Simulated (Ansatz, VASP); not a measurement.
## CuO in VASP and in Ansatz

File INCAR:

```
SYSTEM = CuO
PREC = Accurate ; ENCUT = 520
EDIFF = 1E-6 ; ISMEAR = 0
SIGMA = 0.05 ; LREAL = .False.
LASPH = .True. ; NELM = 150
ALGO = Normal ; ISIF = 2
LWAVE = .False. ; LCHARG = .True.
ISPIN = 2 ; MAGMOM = 0.69 0.69 0.36 0.36
LORBIT = 11 ; LMAXMIX = 4
LDAU = .True. ; LDAUTYPE = 2
LDAUL = 2 -1 ; LDAUU = 5 0
LDAUJ = 0 0 ; LDAUPRINT = 1
GGA = PE ; LELF = .True.
LVHAR = .True. ; NBANDS = 29
```

Contents of KPOINTS:

```
Automatic mesh
0
Gamma
  7 7 4
  0 0 0
```

The input POSCAR:

```
CuO
1.0
    2.3418496200     -1.7112997200      0.0000000000
    2.3418496200      1.7112997200      0.0000000000
   -0.8500298600      0.0000000000      5.0578691900
Cu O
2 2
Direct
    0.0000000000      0.5000000000      0.0000000000
    0.5000000000      0.0000000000      0.5000000000
    0.5816000000      0.4184000000      0.2500000000
    0.4184000000      0.5816000000      0.7500000000
```

Input for Ansatz:

```yaml
crystal:
  lattice:
    - [2.34184962, -1.71129972, 0.0]
    - [2.34184962, 1.71129972, 0.0]
    - [-0.85002986, 0.0, 5.05786919]
  atoms:
    - { symbol: Cu, position: [0.0, 0.5, 0.0], spin: 1.0 }
    - { symbol: Cu, position: [0.5, 0.0, 0.5], spin: 1.0 }
    - { symbol: O, position: [0.5816, 0.4184, 0.25] }
    - { symbol: O, position: [0.4184, 0.5816, 0.75] }
basis:
  ecutwfc: 420
  ecutrho_ratio: 4
kpoints:
  mp_grid: { grid: [7, 7, 4] }
hamiltonian:
  xc: pbe
  hubbard:
    sites:
      - { site: 0, l: d, u_eff: 5.0, starting_ns: [{ spin: up, occupation_matrix: s0up }, { spin: down, occupation_matrix: s0down }] }
      - { site: 1, l: d, u_eff: 5.0, starting_ns: [{ spin: up, occupation_matrix: s1up }, { spin: down, occupation_matrix: s1down }] }
    occupation_matrices:
      s0up:
        matrix:
          - [0.97, 0.0, 0.0, 0.0, 0.0]
          - [0.0, 0.97, 0.0, 0.0, 0.0]
          - [0.0, 0.0, 0.97, 0.0, 0.0]
          - [0.0, 0.0, 0.0, 0.97, 0.0]
          - [0.0, 0.0, 0.0, 0.0, 0.97]
      s0down:
        matrix:
          - [0.97, 0.0, 0.0, 0.0, 0.0]
          - [0.0, 0.97, 0.0, 0.0, 0.0]
          - [0.0, 0.0, 0.495, 0.475, 0.0]
          - [0.0, 0.0, 0.475, 0.495, 0.0]
          - [0.0, 0.0, 0.0, 0.0, 0.97]
      s1up:
        matrix:
          - [0.97, 0.0, 0.0, 0.0, 0.0]
          - [0.0, 0.97, 0.0, 0.0, 0.0]
          - [0.0, 0.0, 0.97, 0.0, 0.0]
          - [0.0, 0.0, 0.0, 0.97, 0.0]
          - [0.0, 0.0, 0.0, 0.0, 0.97]
      s1down:
        matrix:
          - [0.97, 0.0, 0.0, 0.0, 0.0]
          - [0.0, 0.97, 0.0, 0.0, 0.0]
          - [0.0, 0.0, 0.02, 0.0, 0.0]
          - [0.0, 0.0, 0.0, 0.97, 0.0]
          - [0.0, 0.0, 0.0, 0.0, 0.97]
    ns_hold: { iters: 12 }
scf:
  occupations: { method: gaussian, width: 0.05 }
  lower_state_search: "off"
  max_iter: 150
output:
  forces: true
  stress: true
  eigenvalues: true
  populations: true
  hubbard: { sites: [{ site: 0, l: d }, { site: 1, l: d }] }
magnetization:
  spin_polarized: true
```

Alike in both runs: task single point; functional PBE; k mesh 7 × 7 × 4; occupations gaussian, width 0.05 eV; collinear spin; Hubbard terms Cu d U = 5.0 eV.

|  | VASP | Ansatz |
| --- | --- | --- |
| version | VASP 6.6.1 | Ansatz 0.2.0 |
| potentials or method | VASP PAW PBE potentials, release 64 (Cu, O) | scalar-relativistic, plane waves, PAW |
| plane-wave cutoff (eV) | 520 | 420 |
| valence electrons in the cell | 34 | 50 |

|  | VASP | Ansatz | Ansatz less VASP |
| --- | --- | --- | --- |
| pressure (GPa) | 4.1 | 8.7 | +4.62 |
| largest component of the traceless stress (GPa) | 0.65 | 0.74 | +0.093 |
| rms of the force components (eV/Å) | 0.013 | 0.013 | +0.0006 |
| net moment per atom (μB) | 0.50 | 0.49 | -0.007 |
| size of the moment on the site where the two differ most (μB) | 0.68 | 0.63 | -0.050 |

Site moments also hang on the region over which each program counts them. The programs project onto different local orbitals, so the same U acts differently. Atom by atom the forces differ by 0.001 eV/Å (rms over components). The two sets of potentials don't hold the same shells in valence. Ansatz warned: «filled_band_counts_differ_across_k_points».

Caveats: an odd mesh through Γ misses points on the zone boundary, where band edges often lie. The state reached can hang on the start; a lower one may exist.
